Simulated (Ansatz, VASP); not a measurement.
## AlGa3N4 in VASP and in Ansatz

```
Al Ga N
1.0
     4.42702    0.00000    0.00000
     0.00000    4.42702    0.00000
     0.00000    0.00000    4.42702
Al Ga N
1 3 4
Direct
  0.00000 0.00000 0.00000
  0.50000 0.50000 0.00000
  0.50000 0.00000 0.50000
  0.00000 0.50000 0.50000
  0.75481 0.75481 0.24519
  0.75481 0.24519 0.75481
  0.24519 0.75481 0.75481
  0.24519 0.24519 0.24519
```

Alike in both runs: functional LDA; k mesh 6 × 6 × 6; occupations gaussian, width 0.02 eV; no spin polarisation.

Ansatz relaxed the structure, and its values are those at the end. VASP's run is a single point on that final structure, the one shown.

|  | VASP | Ansatz |
| --- | --- | --- |
| version | VASP 6.6.1 | Ansatz 0.2.0 |
| potentials or method | VASP PAW LDA potentials, release 64 (Al, Ga_d, N) | scalar-relativistic, plane waves, PAW |
| plane-wave cutoff (eV) | 520 | 420 |
| valence electrons in the cell | 62 | 62 |

```csv
,VASP,Ansatz,Ansatz less VASP
gap on the k mesh at the Fermi level (eV),2.57,2.56,-0.014
least direct gap on the mesh (eV),2.57,2.56,-0.014
pressure (GPa),1.0,0.0,-1.05
rms of the force components (eV/Å),0.012,0.001,-0.0113
```

A hybrid or GW would open this gap; LDA tends to underestimate it.
